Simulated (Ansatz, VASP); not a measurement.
## Two plane-wave programs on TaN

```
Ta N
1.0
     0.00000    2.18866    2.18866
     2.18866    0.00000    2.18866
     2.18866    2.18866    0.00000
Ta N
1 1
Direct
  0.00000 0.00000 0.00000
  0.50000 0.50000 0.50000
```

Alike in both runs: task relaxation of cell and atoms; functional PBEsol; k mesh 16 × 16 × 16; occupations gaussian, width 0.1 eV; no spin polarisation.

|  | VASP | Ansatz |
| --- | --- | --- |
| version | VASP 6.6.1 | Ansatz 0.2.0 |
| potentials or method | VASP PAW PBE potentials, release 64 (Ta_pv, N) | scalar-relativistic, plane waves, PAW |
| plane-wave cutoff (eV) | 600 | 420 |
| valence electrons in the cell | 16 | 18 |

```csv
,VASP,Ansatz,Ansatz less VASP
"gap on the k mesh at the Fermi level, each at its own relaxed structure (eV)",none,none,-
relaxed volume (Å³/atom),10.50,10.47,-0.026
relaxed cell length with the largest relative difference (Å),3.097,3.094,-0.0025
```

A gap of «none» marks a metal or a gap that the smearing closes. The two sets of potentials don't hold the same shells in valence.

Caveats: the PAW data sets were made with another functional, which shifts forces and pressure a little (VASP). Spin-orbit coupling is left out, which matters for the levels of Ta.
